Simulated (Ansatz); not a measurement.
# Moving the Hubbard U on Mn d in MnO2

The cell as given:

```
Mn O
1.0
     4.40042    0.00000    0.00000
     0.00000    4.40042    0.00000
     0.00000    0.00000    2.86708
Mn O
2 4
Direct
  0.50000 0.50000 0.50000
  0.00000 0.00000 0.00000
  0.80492 0.19508 0.50000
  0.69508 0.69508 0.00000
  0.19508 0.80492 0.50000
  0.30492 0.30492 0.00000
```

The cell is a database's computed one, not the measured one.

Kept alike: task relaxation of cell and atoms; functional PBEsol; k mesh 6 × 6 × 9; occupations fermi-dirac, width 0.05 eV; collinear spin, ferromagnetic start. Program: Ansatz, Ansatz PAW, cutoff 420 eV. The mesh is that of the run's cell of 6 atoms. No spin-orbit coupling.

| run | volume (Å³/atom) | first edge of the run's cell (Å) | third edge of the run's cell (Å) | largest site moment (μB) |
| --- | --- | --- | --- | --- |
| A | 9.801 | 4.439 | 2.985 | 3.11 |
| B | 9.525 | 4.412 | 2.937 | 2.88 |
| C | 10.538 | 4.520 | 3.096 | 3.52 |

The relaxations keep at least the cell's symmetry (P4_2/mnm). For a metal such a mesh leaves the last digits unconverged. Relaxations stop with a little pressure left, so the last digits of a volume or edge aren't settled. Ansatz's relaxations hold a Pulay term in the stress (up to 0.9 GPa here). How U acts hangs on the program's projectors. The runs hold the magnetic state that their start led to, which needn't be the lowest. Site moments count inside each atom's sphere or projector. All rows use potentials made for PBE. U is the effective U - J on orthogonalised atomic projectors. Double counting: fully localised limit (the default).

Question: The runs differ in the Hubbard U on Mn d alone: 5; 6; 8 eV. Which run is which?

Answer: Run A is 6 eV; run B is 5 eV; run C is 8 eV. The volume rises from 9.525 to 10.538 Å³/atom between 5 and 8 eV. The first edge of the run's cell rises from 4.412 to 4.520 Å between 5 and 8 eV. The third edge of the run's cell rises from 2.937 to 3.096 Å between 5 and 8 eV. The largest site moment rises from 2.88 to 3.52 μB between 5 and 8 eV.
